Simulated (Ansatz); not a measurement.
Start of a relaxation of TiSi2:

Space group P4mm (No. 99). a = 4.244 Å, b = 4.244 Å, c = 6.007 Å, α = 90.00°, β = 90.00°, γ = 90.00°
```
atom  site  symmetry       x       y       z
  Ti    2c      2mm. 0.0000  0.5000  0.7857
  Si    2c      2mm. 0.0000  0.5000  0.1520
  Si    1a       4mm  0.0000  0.0000  0.1378
  Si    1b       4mm  0.5000  0.5000  0.7783
```

Level of theory: DFT PBE, scalar-relativistic, plane waves, PAW (Ansatz). Cutoff 420 eV, Gaussian smearing, Γ-centred meshes. Cell and atoms relax first on a coarse mesh and then on a finer one. In between, the cell is made exact in the group found at 0.06 Å. In metals the finer mesh still leaves noise of several meV/atom or more. The steps can't lower the symmetry of their start. No spin polarisation in the relaxation; trial moments died out in a coarse test.

A guess keeps its type if space group and coordination stay and the shape of the cell changes little (axis ratios within about 15 %, angles within 6°); the volume may change.

Question: Does it keep its structure type, or change into something else?

Answer: It doesn't keep its type. The symmetry stays P4mm (No. 99). The volume per atom shrinks by 1.9 %, from 18.0 to 17.7 Å³. The shortest distance goes from 2.12 Å (Ti–Si and Si–Si) to 2.56 Å (Ti–Si). The ratio c/a of the conventional cell changes by a factor of 1.14. Counting neighbours within 15 % of an atom's shortest distance, the start has Si 3/4, Ti 3 and the end Si 6/8, Ti 6. In detail, at the end around Ti lie 6 Si at 2.56–2.64 Å and 4 Ti at 3.20 Å; around Si on its first site lie 2 Ti at 2.56–2.61 Å, 4 Si at 2.57 Å and 4 Si at 3.20 Å; Si on its second site has 4 Si at 2.57 Å, 4 Ti at 2.64 Å and 4 Si at 3.20 Å.

Space group P4mm (No. 99). a = 3.203 Å, b = 3.203 Å, c = 5.175 Å, α = 90.00°, β = 90.00°, γ = 90.00°
```json
{"atom": "Ti", "site": "1b", "symmetry": "4mm", "x": "0.5000", "y": "0.5000", "z": "0.2874"}
{"atom": "Si", "site": "1b", "symmetry": "4mm", "x": "0.5000", "y": "0.5000", "z": "0.7918"}
{"atom": "Si", "site": "1a", "symmetry": "4mm", "x": "0.0000", "y": "0.0000", "z": "0.0251"}
```

Energies over the elements count from the elements' standard structures at the same level, with no fitted energy shifts.

Question: At what energy does it end?

Answer: +0.18 eV/atom. It can't be a ground state, since the elements alone are lower.

The last run used a 14×14×10 mesh (in the run's order of axes) for its 3-atom cell and Gaussian smearing of 0.10 eV. Symmetry constrained the relaxation, so the result can be a saddle point. Another cell of TiSi2 relaxed alike, in Cmcm (a Materials Project cell), lies 0.75 eV/atom lower, so this cell isn't the stable form at this level.

In counts of neighbours, a slash parts the counts of unlike sites.
